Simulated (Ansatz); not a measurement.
**P: do energies and stresses tell the same story?**

Theory: Ansatz, DFT r2SCAN, scalar-relativistic, plane waves, PAW.

Cutoff 500 eV; k points 18×18×18 on the computed 1-atom cell (Γ-centred); Gaussian smearing, width 0.10 eV; no spin polarisation.

Relaxed cell: Pm-3m, a = 2.437 Å, b = 2.437 Å, c = 2.437 Å, α = 90.00°, β = 90.00°, γ = 90.00°, 1 atom in the primitive cell. This simple cubic form isn't the element's structure at ambient conditions.

Energies at zero smearing and pressures from the stress tensor, at volumes with shape and atoms relaxed:
| V (Å³/atom) | E − E(first) (meV/atom) | P (GPa) |
| --- | --- | --- |
| 13.611 | 0.00 | 8.19 |
| 14.045 | -15.68 | 3.68 |
| 14.479 | -20.23 | 0.00 |
| 14.914 | -16.01 | -3.10 |
| 15.348 | -3.56 | -6.03 |

Q: Check P = −dE/dV between neighbouring volumes, and get the bulk modulus from the pressures alone.

A: With 1 eV/Å³ = 160.2 GPa:
```csv
middle V (Å³/atom),−ΔE/ΔV (GPa),mean P (GPa)
13.828,5.782,5.931
14.262,1.680,1.837
14.697,-1.559,-1.549
15.131,-4.592,-4.561
```

The two differ by 0.16 GPa at most. The mean of two end pressures misses the average over a step by about ΔV² P″/12, up to 0.08 GPa here; with that taken off 0.09 GPa remains, from the smearing term (the stress is the derivative of the free energy), the finite cutoff, the mesh or the relaxation's tolerance. Around V = 14.479 Å³/atom, the two neighbours give B = −V ΔP/ΔV = 14.479 × 6.77 / 0.869 = 112.8 GPa, against B0 = 113.3 GPa from the Birch–Murnaghan fit of the energies.